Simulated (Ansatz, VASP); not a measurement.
**RbBr in VASP and in Ansatz**

The input POSCAR:

```
RbBr
1.0
    0.0000000000      3.4608318259      3.4608318259
    3.4608318259      0.0000000000      3.4608318259
    3.4608318259      3.4608318259      0.0000000000
Rb Br
1 1
Direct
    0.0000000000      0.0000000000      0.0000000000
    0.5000000000      0.5000000000      0.5000000000
```

Contents of INCAR.step1:

```
PREC     = Accurate       # precision mode
ENCUT    = 520            # plane-wave cutoff, eV
ISMEAR   = 0              # smearing method
SIGMA    = 0.01           # smearing width, eV
LREAL    = False          # projectors in reciprocal space
LASPH    = True           # aspherical terms in the spheres
NELM     = 100            # most SCF steps
NBANDS   = 15             # bands
GGA      = PE             # functional
ALGO     = Normal         # electronic algorithm
EDIFF    = 1E-4           # SCF threshold, eV
LWAVE    = True           # write WAVECAR
LCHARG   = False          # write CHGCAR
```

The input INCAR.step2:

```
PREC     = Accurate       # precision mode
ENCUT    = 520            # plane-wave cutoff, eV
EDIFF    = 1E-7           # SCF threshold, eV
ISMEAR   = 0              # smearing method
SIGMA    = 0.01           # smearing width, eV
LREAL    = False          # projectors in reciprocal space
LASPH    = True           # aspherical terms in the spheres
NELM     = 100            # most SCF steps
ALGO     = Normal         # electronic algorithm
ISIF     = 2              # what is computed and relaxed
LWAVE    = False          # write WAVECAR
LCHARG   = False          # write CHGCAR
METAGGA  = R2SCAN         # meta-GGA
LMIXTAU  = True         
NBANDS   = 15             # bands
ISTART   = 1
```

Contents of KPOINTS:

```
Automatic mesh
0
Gamma
  6 6 6
```

Input for Ansatz:

```yaml
crystal:
  lattice:
    - [0.0, 3.4608318259, 3.4608318259]
    - [3.4608318259, 0.0, 3.4608318259]
    - [3.4608318259, 3.4608318259, 0.0]
  atoms:
    - { symbol: Rb, position: [0.0, 0.0, 0.0] }
    - { symbol: Br, position: [0.5, 0.5, 0.5] }
kpoints:
  mp_grid: { grid: [6, 6, 6] }
  band_path:
    path:
      - [0.0, 0.0, 0.0]
      - [0.5, 0.0, 0.5]
      - [0.625, 0.25, 0.625]
      - [0.375, 0.375, 0.75]
      - [0.5, 0.5, 0.5]
      - [0.5, 0.25, 0.75]
    npoints: 1
hamiltonian:
  xc: r2scan
scf:
  occupations: { method: fixed }
  n_extra_bands: 4
output:
  forces: true
  stress: true
  eigenvalues: true
```

Alike in both runs: task single point; functional r2SCAN; k mesh 6 × 6 × 6; no spin polarisation.

|  | VASP | Ansatz |
| --- | --- | --- |
| version | VASP 6.6.1 | Ansatz 0.2.0 |
| potentials or method | VASP PAW PBE potentials, release 64 (Rb_sv, Br) | plane waves, PAW |
| plane-wave cutoff (eV) | 520 | 500 |
| occupations | gaussian, width 0.01 eV | fixed |
| valence electrons in the cell | 16 | 16 |

|  | VASP | Ansatz | Ansatz less VASP |
| --- | --- | --- | --- |
| gap on the k mesh at the Fermi level (eV) | 4.89 | 4.89 | 0.000 |
| pressure (GPa) | 0.0 | 0.0 | -0.02 |

Caveats: the PAW data sets were made with another functional, which shifts forces and pressure a little (VASP). r2SCAN opens gaps a little over a GGA but as a rule still falls short of measured ones.
